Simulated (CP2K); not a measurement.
# TiO2 (Cmcm) in CP2K: notebook

The runs below take TiO2 through projected density of states, with LDA+U.

Everything below comes from runs of CP2K 2026.2. Logs are shortened: lines on timing, memory, paths and dates and some standing lists are left out, and cuts for length are marked.

## (1) The structure

It takes space group Cmcm (No. 63, orthorhombic). Conventional cell: a = 2.948 Å, b = 9.593 Å, c = 10.235 Å, α = 90.00°, β = 90.00°, γ = 90.00°. Ti (site symmetry m) has 3 O at 1.83 to 1.89 Å as nearest neighbours. O (site symmetry 2/m) is surrounded by 4 Ti at 2.13 Å. Around O (site symmetry m2m) lie 2 Ti at 1.83 Å. Around O (site symmetry m) lie 2 Ti at 1.89 Å.

Measurements of this composition are mostly on another form, of space group No. 141.

## (2) Projected density of states, LDA+U

tio2_pdos.inp

```
&GLOBAL
  PROJECT tio2_pdos
  RUN_TYPE ENERGY_FORCE
  PRINT_LEVEL LOW
&END GLOBAL
&FORCE_EVAL
  METHOD QS
  STRESS_TENSOR ANALYTICAL
  &DFT
    BASIS_SET_FILE_NAME BASIS_MOLOPT
    POTENTIAL_FILE_NAME GTH_POTENTIALS
    PLUS_U_METHOD MULLIKEN
    &MGRID
      CUTOFF 600
      REL_CUTOFF 60
      NGRIDS 4
    &END MGRID
    &QS
      METHOD GPW
      EPS_DEFAULT 1.0E-9
    &END QS
    &KPOINTS
      SCHEME MONKHORST-PACK 7 7 2
      GAMMA_CENTERED T
      SYMMETRY T
      SYMMETRY_BACKEND SPGLIB
    &END KPOINTS
    &SCF
      SCF_GUESS ATOMIC
      EPS_SCF 1.0E-6
      MAX_SCF 100
      ADDED_MOS 42
      CHOLESKY OFF
      EPS_EIGVAL 1.0E-7
      &DIAGONALIZATION ON
        ALGORITHM STANDARD
      &END DIAGONALIZATION
      &MIXING ON
        METHOD BROYDEN_MIXING
        ALPHA 0.4
        BETA 1.5
        NBUFFER 8
      &END MIXING
      &SMEAR ON
        METHOD FERMI_DIRAC
        ELECTRONIC_TEMPERATURE 580.23
      &END SMEAR
    &END SCF
    &XC
      &XC_FUNCTIONAL
        &LDA_X
        &END LDA_X
        &LDA_C_PW
        &END LDA_C_PW
      &END XC_FUNCTIONAL
    &END XC
    &PRINT
      &KPOINTS ON
      &END KPOINTS
      &MULLIKEN ON
      &END MULLIKEN
      &MO ON
        ENERGIES T
        OCCUPATION_NUMBERS T
        &EACH
          QS_SCF 0
        &END EACH
        ADD_LAST NUMERIC
      &END MO
      &DOS ON
        &PDOS
          COMPONENTS F
        &END PDOS
        &CURVE
          ENERGY_UNIT EV
          ENERGY_ZERO ABSOLUTE
          &BROADEN
            TYPE LORENTZIAN
            WIDTH [eV] 0.1
          &END BROADEN
        &END CURVE
        DELTA_E 0.001837
      &END DOS
    &END PRINT
  &END DFT
  &SUBSYS
    &CELL
      A 5.0179340377 0.0000000000 0.0000000000
      B -4.1518557078 2.8181121674 0.0000000000
      C 0.0000000000 0.0000000000 10.2352230000
      PERIODIC XYZ
    &END CELL
    &COORD
      SCALED
      Ti  0.8669130000 0.1330870000 0.5831420000
      Ti  0.1330870000 0.8669130000 0.4168580000
      Ti  0.8669130000 0.1330870000 0.9168580000
      Ti  0.1330870000 0.8669130000 0.0831420000
      O   0.5000000000 0.5000000000 0.5000000000
      O   0.5000000000 0.5000000000 0.0000000000
      O   0.9342350000 0.0657650000 0.7500000000
      O   0.0657650000 0.9342350000 0.2500000000
      O   0.7544000000 0.2456000000 0.1028660000
      O   0.2456000000 0.7544000000 0.8971340000
      O   0.2456000000 0.7544000000 0.6028660000
      O   0.7544000000 0.2456000000 0.3971340000
    &END COORD
    &KIND Ti
      BASIS_SET DZVP-MOLOPT-SR-GTH-q12
      POTENTIAL GTH-PADE-q12
      &DFT_PLUS_U
        L 2
        U_MINUS_J [eV] 4.0
      &END DFT_PLUS_U
    &END KIND
    &KIND O
      BASIS_SET DZVP-MOLOPT-SR-GTH-q6
      POTENTIAL GTH-PADE-q6
    &END KIND
    &PRINT
      &ATOMIC_COORDINATES ON
      &END ATOMIC_COORDINATES
      &CELL ON
      &END CELL
    &END PRINT
  &END SUBSYS
  &PRINT
    &FORCES ON
    &END FORCES
    &STRESS_TENSOR ON
    &END STRESS_TENSOR
  &END PRINT
&END FORCE_EVAL
```

Potentials or basis: GTH_POTENTIALS Ti GTH-PADE-q12, O GTH-PADE-q6; DZVP-MOLOPT-SR-GTH basis.

Started as:

```
> OMP_NUM_THREADS=1 cp2k.psmp -i tio2_pdos.inp -o tio2_pdos.out
```

tio2_pdos.out:

```text

 CP2K| version string:                                       CP2K version 2026.2
 CP2K| Input file name                                             tio2_pdos.inp

 GLOBAL| Force Environment number                                              1
 GLOBAL| Basis set file name                                        BASIS_MOLOPT
 GLOBAL| Potential file name                                      GTH_POTENTIALS
 GLOBAL| MM Potential file name                                     MM_POTENTIAL
 GLOBAL| Coordinate file name                                      __STD_INPUT__
 GLOBAL| Method name                                                        CP2K
 GLOBAL| Project name                                                  tio2_pdos
 GLOBAL| Run type                                                   ENERGY_FORCE
 GLOBAL| FFT library                                                       FFTW3
[... 8 lines left out ...]
 GLOBAL| CPU model name                                                  UNKNOWN

 CELL| Volume [angstrom^3]:                                           144.737322
 CELL| Vector a [angstrom]:       5.018     0.000     0.000   |a| =     5.017934
 CELL| Vector b [angstrom]:      -4.152     2.818     0.000   |b| =     5.017934
 CELL| Vector c [angstrom]:       0.000     0.000    10.235   |c| =    10.235223
 CELL| Angle (b,c), alpha [degree]:                                    90.000000
 CELL| Angle (a,c), beta  [degree]:                                    90.000000
 CELL| Angle (a,b), gamma [degree]:                                   145.832922
 CELL| Numerically orthorhombic:                                              NO
 CELL| Periodicity                                                           XYZ

 CELL_REF| Volume [angstrom^3]:                                       144.737322
 CELL_REF| Vector a [angstrom     5.018     0.000     0.000   |a| =     5.017934
 CELL_REF| Vector b [angstrom    -4.152     2.818     0.000   |b| =     5.017934
 CELL_REF| Vector c [angstrom     0.000     0.000    10.235   |c| =    10.235223
 CELL_REF| Angle (b,c), alpha [degree]:                                90.000000
 CELL_REF| Angle (a,c), beta  [degree]:                                90.000000
 CELL_REF| Angle (a,b), gamma [degree]:                               145.832922
 CELL_REF| Numerically orthorhombic:                                          NO
 CELL_REF| Periodicity                                                       XYZ
[... 10 lines left out ...]

  Total number of            - Atomic kinds:                                   2
                             - Atoms:                                         12
                             - Shell sets:                                    12
                             - Shells:                                        72
                             - Primitive Cartesian functions:                 64
                             - Cartesian basis functions:                    236
                             - Spherical basis functions:                    208

  Maximum angular momentum of- Orbital basis functions:                        3
                             - Local part of the GTH pseudopotential:          2
                             - Non-local part of the GTH pseudopotential:      3

 MODULE QUICKSTEP: ATOMIC COORDINATES IN ANGSTROM

   Atom Kind Element         X             Y             Z       Z(eff)     Mass
      1    1 Ti   22      3.797554      0.375054      5.968588  12.0000  47.8670
      2    1 Ti   22     -2.931476      2.443058      4.266635  12.0000  47.8670
      3    1 Ti   22      3.797554      0.375054      9.384246  12.0000  47.8670
      4    1 Ti   22     -2.931476      2.443058      0.850977  12.0000  47.8670
      5    2 O     8      0.433039      1.409056      5.117611   6.0000  15.9994
      6    2 O     8      0.433039      1.409056      0.000000   6.0000  15.9994
      7    2 O     8      4.414883      0.185333      7.676417   6.0000  15.9994
      8    2 O     8     -3.548804      2.632779      2.558806   6.0000  15.9994
      9    2 O     8      2.765834      0.692128      1.052856   6.0000  15.9994
     10    2 O     8     -1.899755      2.125984      9.182367   6.0000  15.9994
     11    2 O     8     -1.899755      2.125984      6.170468   6.0000  15.9994
     12    2 O     8      2.765834      0.692128      4.064755   6.0000  15.9994

 SCF PARAMETERS         Density guess:                                    ATOMIC
[... 9 lines left out ...]
                        --------------------------------------------------------
                        level_shift [a.u.]:                             0.000000
                        added MOs                                        42    0
                        --------------------------------------------------------
                        Mixing method:                            BROYDEN_MIXING
[... 11 lines left out ...]
 *******************************************************************************
 BRILLOUIN| K-point scheme                                        Monkhorst-Pack
 BRILLOUIN| K-Point grid                                             7    7    2
 BRILLOUIN| Gamma-centered k-point mesh                                     ON
[... 58 lines left out ...]
     5 Broy./Diag. 0.40E+00    6.0     0.05697033      -360.9270714036  1.75E+00
     6 Broy./Diag. 0.40E+00    6.0     0.00441350      -361.0152392492 -8.82E-02
     7 Broy./Diag. 0.40E+00    5.9     0.00981297      -361.2652373246 -2.50E-01
     8 Broy./Diag. 0.40E+00    5.9     0.00234150      -361.3715122807 -1.06E-01
     9 Broy./Diag. 0.40E+00    5.9     0.00167301      -361.3591552495  1.24E-02
    10 Broy./Diag. 0.40E+00    5.9     0.00032066      -361.3350989891  2.41E-02
    11 Broy./Diag. 0.40E+00    5.9     0.00032577      -361.3255664185  9.53E-03
    12 Broy./Diag. 0.40E+00    5.9     0.00023888      -361.3254551882  1.11E-04
    13 Broy./Diag. 0.40E+00    5.9     0.00010066      -361.3250166134  4.39E-04
    14 Broy./Diag. 0.40E+00    6.0     0.00009821      -361.3230930636  1.92E-03
    15 Broy./Diag. 0.40E+00    6.0     0.00006674      -361.3232144906 -1.21E-04
    16 Broy./Diag. 0.40E+00    5.9     0.00002637      -361.3230750843  1.39E-04
    17 Broy./Diag. 0.40E+00    5.9     0.00000701      -361.3229136373  1.61E-04
    18 Broy./Diag. 0.40E+00    6.0     0.00000974      -361.3229027076  1.09E-05
    19 Broy./Diag. 0.40E+00    5.9     0.00000547      -361.3228407330  6.20E-05
    20 Broy./Diag. 0.40E+00    5.9     0.00000116      -361.3228494826 -8.75E-06
    21 Broy./Diag. 0.40E+00    5.9     0.00000127      -361.3228570947 -7.61E-06
    22 Broy./Diag. 0.40E+00    5.9     0.00000075      -361.3228524727  4.62E-06

  *** SCF run converged in    22 steps ***

  Electronic density on regular grids:        -95.9999998835        0.0000001165
  Core density on regular grids:               95.9999999704       -0.0000000296
  Total charge density on r-space grids:        0.0000000869
  Total charge density g-space grids:           0.0000000869

  Overlap energy of the core charge distribution:               0.00000000000291
  Self energy of the core charge distribution:               -755.69185697739226
  Core Hamiltonian energy:                                    200.14316701787396
  Hartree energy:                                             250.10046968823718
  Exchange-correlation energy:                                -56.18576352921058
  Electronic entropic energy:                                  -0.00000000000004
  Fermi energy:                                                 0.22480192808265

  DFT+U energy:                                                 0.31113132781314

  Total energy:                                              -361.32285247267561
  Total energy (extrapolated to T->0):                       -361.32285247267561

 MO| EIGENVALUES AND OCCUPATION NUMBERS FOR K POINT 1
 MO|
 MO|  Index      Eigenvalue [a.u.]        Eigenvalue [eV]             Occupation
 MO|      1              -1.961665             -53.379631               2.000000
 MO|      2              -1.961587             -53.377488               2.000000
 MO|      3              -1.961549             -53.376463               2.000000
 MO|      4              -1.961499             -53.375104               2.000000
 MO|      5              -1.066445             -29.019456               2.000000
 MO|      6              -1.064866             -28.976484               2.000000
[... 1337 lines left out ...]
 MO|     89               1.080538              29.402924               0.000000
 MO|     90               1.080538              29.402924               0.000000
 MO| Sum:                                                              96.000000
 MO| E(Fermi):            0.224802 a.u.          6.117172 eV

 [... the levels of further k-points ...]

   Calculate DOS at iteration step                                   0
   Using a  7  7  2 MONKHORST-PACK grid

   Calculate DOS at iteration step                                   0
   Using a  7  7  2 MONKHORST-PACK grid

   Calculate k-point PDOS at iteration step                          0

 *** WARNING in qs_pdos.F:1187 :: State-resolved k-point PDOS output is ***
 *** not implemented yet                                                ***

 !-----------------------------------------------------------------------------!
                     Mulliken Population Analysis

 #  Atom  Element  Kind  Atomic population                           Net charge
       1     Ti       1         10.721922                              1.278078
       2     Ti       1         10.721922                              1.278078
       3     Ti       1         10.721922                              1.278078
       4     Ti       1         10.721922                              1.278078
       5     O        2          6.771675                             -0.771675
       6     O        2          6.771675                             -0.771675
       7     O        2          6.557519                             -0.557519
       8     O        2          6.557519                             -0.557519
       9     O        2          6.613480                             -0.613480
      10     O        2          6.613480                             -0.613480
      11     O        2          6.613480                             -0.613480
      12     O        2          6.613480                             -0.613480
 # Total charge                             96.000000                 -0.000000

 !-----------------------------------------------------------------------------!

 ENERGY| Total FORCE_EVAL ( QS ) energy [hartree]           -361.322849892905140

 FORCES| Atomic forces [hartree/bohr]
 FORCES|   Atom     x               y               z               |f|
 FORCES|      1 -5.87777946E-03  1.99188765E-03  5.04861757E-03   8.00027794E-03
 FORCES|      2  5.87777970E-03 -1.99188742E-03 -5.04861746E-03   8.00027799E-03
 FORCES|      3 -5.87778019E-03  1.99188724E-03 -5.04861741E-03   8.00027827E-03
 FORCES|      4  5.87777995E-03 -1.99188747E-03  5.04861751E-03   8.00027822E-03
 FORCES|      5 -1.96121106E-10 -7.42288094E-11 -6.41397994E-11   2.19288208E-10
 FORCES|      6  1.96150842E-10  7.42661989E-11 -6.40972004E-11   2.19315007E-10
 FORCES|      7 -1.01411197E-02  3.03637954E-03 -1.50869381E-10   1.05859298E-02
 FORCES|      8  1.01411197E-02 -3.03637954E-03 -4.96953263E-12   1.05859298E-02
 FORCES|      9 -1.07607821E-02  3.52447545E-03 -1.16765666E-02   1.62652564E-02
 FORCES|     10  1.07607822E-02 -3.52447530E-03  1.16765667E-02   1.62652565E-02
 FORCES|     11  1.07607814E-02 -3.52447562E-03 -1.16765664E-02   1.62652558E-02
 FORCES|     12 -1.07607814E-02  3.52447547E-03  1.16765664E-02   1.62652558E-02
 FORCES| Sum     2.01932221E-13  6.08567016E-14  2.10782954E-12
 FORCES| Total atomic force                                       2.11835444E-12

 STRESS| Analytical stress tensor [bar]
 STRESS|                        x                   y                   z
 STRESS|      x       -1.21593096553E+05  -1.89770840474E+03  -1.56536036735E-05
 STRESS|      y       -1.89770840474E+03  -1.28923762618E+05  -1.72347446979E-04
 STRESS|      z       -1.56536036735E-05  -1.72347446979E-04  -1.34640232727E+05
 STRESS| 1/3 Trace                                            -1.28385697299E+05
 STRESS| Determinant                                          -2.11016765722E+15

 STRESS| Eigenvectors and eigenvalues of the analytical stress tensor [bar]
 STRESS|                        1                   2                   3
 STRESS| Eigenvalues  -1.34640232727E+05  -1.29385894114E+05  -1.21130965058E+05
 STRESS|      x           0.000000005868      0.236606194879      0.971605634270
 STRESS|      y           0.000000032097      0.971605634270     -0.236606194879
 STRESS|      z           1.000000000000     -0.000000032575      0.000000001893
```

It took 2.4 min on 1 thread of Arm Neoverse V2, shared host; peak memory 1 GiB.

What came out:

* Free energy: -9832.0948 eV
* Largest force: 0.836 eV/Å
* Band gap on the k mesh: 2.88 eV, indirect (least direct gap 2.99 eV)
* Mulliken charges: Ti +1.28; O -0.77, -0.56, -0.61 e

Forces on the atoms (eV/Å):
```
Ti  -0.302  0.102  0.260
Ti   0.302 -0.102 -0.260
Ti  -0.302  0.102 -0.260
Ti   0.302 -0.102  0.260
O    0.000  0.000  0.000
O    0.000  0.000  0.000
O   -0.521  0.156  0.000
O    0.521 -0.156  0.000
O   -0.553  0.181 -0.600
O    0.553 -0.181  0.600
O    0.553 -0.181 -0.600
O   -0.553  0.181  0.600
```

Levels at points of the mesh, in eV from the valence-band top:
| k point | band 44 | band 45 | band 46 | band 47 | band 48 | band 49 | band 50 | band 51 | band 52 | band 53 |
| --- | --- | --- | --- | --- | --- | --- | --- | --- | --- | --- |
| (0.00, 0.00, 0.00) | -0.62 | -0.62 | -0.53 | -0.17 | -0.14 | 3.07 | 3.14 | 3.15 | 3.58 | 4.04 |
| (0.00, 0.00, 0.50) | -0.64 | -0.56 | -0.56 | -0.34 | -0.34 | 3.15 | 3.15 | 3.26 | 3.26 | 4.16 |

States per cell in windows of 0.5 eV (zero at the valence-band top; states under -8 eV left out):
```
from (eV)  total
     -8.0   0.01
     -7.5   0.02
     -7.0   0.02
     -6.5   0.04
     -6.0   0.06
     -5.5   0.16
     -5.0   1.76
     -4.5   4.83
     -4.0   6.30
     -3.5   4.86
     -3.0   4.87
     -2.5   4.54
     -2.0   5.46
     -1.5   5.44
     -1.0   5.13
     -0.5   3.60
      0.0   0.41
      0.5   0.11
      1.0   0.07
      1.5   0.07
      2.0   0.11
      2.5   0.48
      3.0   3.90
      3.5   5.54
      4.0   6.07
      4.5   4.43
      5.0   3.05
      5.5   2.15
      6.0   4.73
      6.5   3.10
      7.0   3.44
      7.5   2.38
```

Caveat: Mulliken charges move with the basis; this program's U acts on Mulliken populations of all basis functions of the shell, so it isn't the U of plane-wave codes; energies scatter by some meV and the pressure isn't listed; an odd mesh through Γ misses points on the zone boundary, where band edges often lie; the basis of atomic orbitals isn't converged, which shifts pressures, moduli and gaps.

[end of part 1 of 2]
